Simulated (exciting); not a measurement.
# InPd (Pm-3m) in exciting: equation of state

How stiff is InPd in PBEsol, and what volume does it want? The cell is scaled to several volumes.

Program: exciting (release sodium). These are calculated values, not measurements. Logs are shortened: lines on timing, memory, paths and dates and some standing lists are left out, and cuts for length are marked.

## (1) Starting point

The structure is cubic, space group Pm-3m (No. 221). Conventional cell: a = 3.272 Å, b = 3.272 Å, c = 3.272 Å, α = 90.00°, β = 90.00°, γ = 90.00°. Around In (site symmetry m-3m) lie 8 Pd at 2.83 Å. Pd (site symmetry m-3m) is surrounded by 8 In at 2.83 Å.

The cell comes from a database or a generator and needn't be the stable form of this composition.

## (2) Equation of state, PBEsol, 16.46 Å³/atom (volume scaled by 0.94)

Input file input.xml:

```xml
<input>
  <title>InPd</title>
  <structure speciespath="./" tshift="false">
    <crystal scale="1">
      <basevect>6.056747746810 0.000000000000 0.000000000000</basevect>
      <basevect>0.000000000000 6.056747746810 0.000000000000</basevect>
      <basevect>0.000000000000 0.000000000000 6.056747746810</basevect>
    </crystal>
    <species speciesfile="In.xml" rmt="2.3">
      <atom coord="0.000000000000 0.000000000000 0.000000000000"/>
    </species>
    <species speciesfile="Pd.xml" rmt="2.3">
      <atom coord="0.500000000000 0.500000000000 0.500000000000"/>
    </species>
  </structure>
  <groundstate do="fromscratch" ngridk="8 8 8" rgkmax="9" gmaxvr="14" lmaxapw="10" lmaxmat="10" lmaxvr="8" xctype="GGA_PBE_SOL" stype="Fermi Dirac" swidth="0.00183747" nempty="14" ValenceRelativity="iora*" epsengy="1e-05" epspot="1e-05" maxscl="60" outputlevel="normal"/>
</input>
```

Potentials or basis: all-electron LAPW+lo, shipped species files, valence relativity iora*.

Launch:

```sh
$ OMP_NUM_THREADS=1 exciting_smp
```

INFO.OUT:

```text
================================================================================
EXCITING SODIUM started
[... 10 lines left out ...]

 Lattice vectors (cartesian) :
      6.0567477468      0.0000000000      0.0000000000
      0.0000000000      6.0567477468      0.0000000000
      0.0000000000      0.0000000000      6.0567477468

 Reciprocal lattice vectors (cartesian) :
      1.0373859982      0.0000000000      0.0000000000
      0.0000000000      1.0373859982      0.0000000000
      0.0000000000      0.0000000000      1.0373859982

 Unit cell volume                           :     222.1869049225
 Brillouin zone volume                      :       1.1164033881

 Species :    1 (In)
     parameters loaded from                 :    In.xml
     name                                   :    indium
     nuclear charge                         :     -49.00000000
     electronic charge                      :      49.00000000
     atomic mass                            :  209300.41010000
     muffin-tin radius                      :       2.30000000
     # of radial points in muffin-tin       :     400

     atomic positions (lattice) :
       1 :   0.00000000  0.00000000  0.00000000

 Species :    2 (Pd)
     parameters loaded from                 :    Pd.xml
     name                                   :    palladium
     nuclear charge                         :     -46.00000000
     electronic charge                      :      46.00000000
     atomic mass                            :  193991.79260000
     muffin-tin radius                      :       2.30000000
     # of radial points in muffin-tin       :     350

     atomic positions (lattice) :
       1 :   0.50000000  0.50000000  0.50000000

 Total number of atoms per unit cell        :       2

 Spin treatment                             :    spin-unpolarised

 Number of Bravais lattice symmetries       :      48
 Number of crystal symmetries               :      48

 k-point grid                               :       8    8    8
 Total number of k-points                   :      35
 k-point set is reduced with crystal symmetries

 R^MT_min * |G+k|_max (rgkmax)              :       9.00000000
 Species with R^MT_min                      :       1 (In)
 Maximum |G+k| for APW functions            :       3.91304348
 Maximum |G| for potential and density      :      14.00000000

 G-vector grid sizes                        :      27    27    27
 Total number of G-vectors                  :   10395

 Maximum angular momentum used for
     APW functions                          :      10
     computing H and O matrix elements      :      10
     potential and density                  :       8
     inner part of muffin-tin               :       2

 Total nuclear charge                       :     -95.00000000
 Total electronic charge                    :      95.00000000
 Total core charge                          :      58.00000000
 Total valence charge                       :      37.00000000

 Number of empty states                     :      14
 Total number of valence states             :      33

 Maximum Hamiltonian size                   :     281
 Maximum number of plane-waves              :     251
 Total number of local-orbitals             :      30

 Exchange-correlation type                  :      22
     PBEsol, Phys. Rev. Lett. 100, 136406 (2008)
     Generalised gradient approximation (GGA)

 Smearing scheme                            :    Fermi-Dirac
 Smearing width                             :       0.00183747

 Using multisecant Broyden potential mixing
[... 6 lines left out ...]
* Groundstate module started                                                   *
********************************************************************************
 Output level for this task is set to normal

++++++++++++++++++++++++++++++++++++++++++++++++++++++++++++++++++++++++++++++++
[... 5 lines left out ...]
+ SCF iteration number :    1                                                  +
++++++++++++++++++++++++++++++++++++++++++++++++++++++++++++++++++++++++++++++++
 Total energy                               :    -10901.63963810
 _______________________________________________________________
 Fermi energy                               :         0.43591980
 Kinetic energy                             :     11459.04581961
 Coulomb energy                             :    -22062.21033481
 Exchange energy                            :      -292.69245657
 Correlation energy                         :        -5.78266632

 DOS at Fermi energy (states/Ha/cell)       :        43.39586864

 Electron charges :
     core                                   :        58.00000000
     core leakage                           :         0.00072237
     valence                                :        37.00000000
     interstitial                           :         4.39527725
     charge in muffin-tin spheres :
                  atom     1    In          :        46.90406640
                  atom     2    Pd          :        43.70065635
     total charge in muffin-tins            :        90.60472275
     total charge                           :        95.00000000
[... 378 lines left out ...]
 Electron charges :
     core                                   :        58.00000000
     core leakage                           :         0.00070358
     valence                                :        37.00000000
     interstitial                           :         3.89530177
     charge in muffin-tin spheres :
                  atom     1    In          :        46.72667011
                  atom     2    Pd          :        44.37802812
     total charge in muffin-tins            :        91.10469823
     total charge                           :        95.00000000

 RMS change in effective potential (target) :  0.117261E-08  ( 0.100000E-04)
 Absolute change in total energy   (target) :  0.200644E-06  ( 0.100000E-04)
 Charge distance                   (target) :  0.373846E-09  ( 0.100000E-04)

++++++++++++++++++++++++++++++++++++++++++++++++++++++++++++++++++++++++++++++++
| Convergency criteria checked for the last 2 iterations                       +
| Convergence targets achieved. Performing final SCF iteration                 +
++++++++++++++++++++++++++++++++++++++++++++++++++++++++++++++++++++++++++++++++
 Total energy                               :    -10925.25105502
 _______________________________________________________________
 Fermi energy                               :         0.37970631
 Kinetic energy                             :     11444.97696031
 Coulomb energy                             :    -22071.04945017
 Exchange energy                            :      -293.39226819
 Correlation energy                         :        -5.78629697

 DOS at Fermi energy (states/Ha/cell)       :        35.94055974

 Electron charges :
     core                                   :        58.00000000
     core leakage                           :         0.00070358
     valence                                :        37.00000000
     interstitial                           :         3.89530177
     charge in muffin-tin spheres :
                  atom     1    In          :        46.72667011
                  atom     2    Pd          :        44.37802812
     total charge in muffin-tins            :        91.10469823
     total charge                           :        95.00000000

++++++++++++++++++++++++++++++++++++++++++++++++++++++++++++++++++++++++++++++++
[... 7 lines left out ...]

--------------------------------------------------------------------------------
- CAUTION! Warnings have been written in file WARNING.OUT !                    -
--------------------------------------------------------------------------------
================================================================================
| EXCITING SODIUM stopped                                                      =
================================================================================
```

LINENGY.OUT:

```text
Species :    1 (In), atom :    1
 APW functions :
  l =  0, order =  1 :   0.1600000000
  l =  1, order =  1 :   0.6550000000
  l =  2, order =  1 :  -0.1387500000
  l =  3, order =  1 :   0.1500000000
  l =  3, order =  2 :   0.1500000000
  l =  4, order =  1 :   0.1500000000
[... 11 lines left out ...]
  l = 10, order =  1 :   0.1500000000
  l = 10, order =  2 :   0.1500000000
[... 35 lines left out ...]
 local-orbital functions :
  l.o. =  1, l =  0, order =  1 :   0.4825000000
  l.o. =  1, l =  0, order =  2 :   0.4825000000
  l.o. =  2, l =  1, order =  1 :    1.005000000
  l.o. =  2, l =  1, order =  2 :    1.005000000
  l.o. =  3, l =  2, order =  1 :   0.1650000000
  l.o. =  3, l =  2, order =  2 :   0.1650000000
  l.o. =  4, l =  0, order =  1 :   0.4825000000
  l.o. =  4, l =  0, order =  2 :   0.4825000000
  l.o. =  4, l =  0, order =  3 :   -2.726750000
  l.o. =  5, l =  1, order =  1 :    1.005000000
  l.o. =  5, l =  1, order =  2 :    1.005000000
  l.o. =  5, l =  1, order =  3 :   -1.467900000
```

Wall time 1.7 min (1 thread of Intel Xeon at 2.50GHz (Skylake/Cascade Lake), shared host); peak memory 0.13 GiB.

What came out:

- Free energy: -297291.2361 eV
- Band gap on the k mesh: none (metal or under the smearing width)
- All electrons inside the program's atomic spheres: In 46.73; Pd 44.38 (radii In 2.3, Pd 2.3 bohr)

Caveat: the log's total energy holds no entropy term; the free energy is that total less TS from the occupations.

(Part 1 of 2 ends here.)
